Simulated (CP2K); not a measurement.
Runs of CP2K 2026.2 on Ti2O. The structure is trigonal, space group P-3m1 (No. 164). The conventional cell has a = 2.919 Å, b = 2.919 Å, c = 4.713 Å, α = 90.00°, β = 90.00°, γ = 120.00°. Ti (site symmetry 3m) is surrounded by 3 O at 2.14 Å. O (site symmetry -3m) is surrounded by 6 Ti at 2.14 Å. 

| task | level | potentials or basis | cell | smearing | EPS_DEFAULT | points a segment of the path (NPOINTS) | bands added on the path | CUTOFF of the grids | gap on the mesh (eV) | pressure (GPa) | largest force (eV/Å) |
| --- | --- | --- | --- | --- | --- | --- | --- | --- | --- | --- | --- |
| band structure | SCAN | POTENTIAL_UZH Ti GTH-SCAN-q12, O GTH-SCAN-q6; TZVP-MOLOPT-SCAN-GTH basis | as given | fermi-dirac 0.0259 eV | 1.0E-10 | 6 | 4 | 850 Ry | none | 8.8 | 1.11 |
| single point | PBEsol | POTENTIAL_UZH Ti GTH-PBE-q12, O GTH-PBE-q6; TZVP-MOLOPT-PBE-GTH basis | atoms moved at random, drawn with an rms of 0.05 Å | fermi-dirac 0.05 eV | 1.0E-10 | - | - | 600 Ry | none | 6.0 | 1.28 |
| single point | PBEsol | POTENTIAL_UZH Ti GTH-PBE-q12, O GTH-PBE-q6; TZVP-MOLOPT-PBE-GTH basis | as given | fermi-dirac 0.05 eV | 1.0E-10 | - | - | 600 Ry | none | 5.8 | 1.28 |
| band structure | TASK | POTENTIAL_UZH Ti GTH-SCAN-q12, O GTH-SCAN-q6; TZVP-MOLOPT-SCAN-GTH basis | as given | fermi-dirac 0.1 eV | 1.0E-9 | 6 | 6 | 850 Ry | none | (b) | 0.39 |
| band structure | r2SCAN | POTENTIAL_UZH Ti GTH-SCAN-q12, O GTH-SCAN-q6; TZVP-MOLOPT-SCAN-GTH basis | as given | fermi-dirac 0.05 eV | 1.0E-9 | 6 | 4 | 850 Ry | none | 10.2 | (a) |

Alike in all rows: no spin polarisation; k mesh 10 × 10 × 6.

Q: Estimate the missing entries.

A: (a) 1.02; (b) 20.7.

Caveats: the basis of atomic orbitals isn't converged, which shifts pressures, moduli and gaps; semilocal functionals often make such compounds metallic where correlation or magnetic order opens a gap, which also shifts bond lengths; the potentials were made for another functional, which shifts forces and pressure (some runs); forces of over 1 eV/Å show positions far from the minimum, so gaps and moduli don't describe the material at rest (some runs); so large a pressure means that the cell lies far from this level's equilibrium, or that cutoff or potentials fall short (some runs).

A gap of «none» marks a metal or a gap under the smearing width.
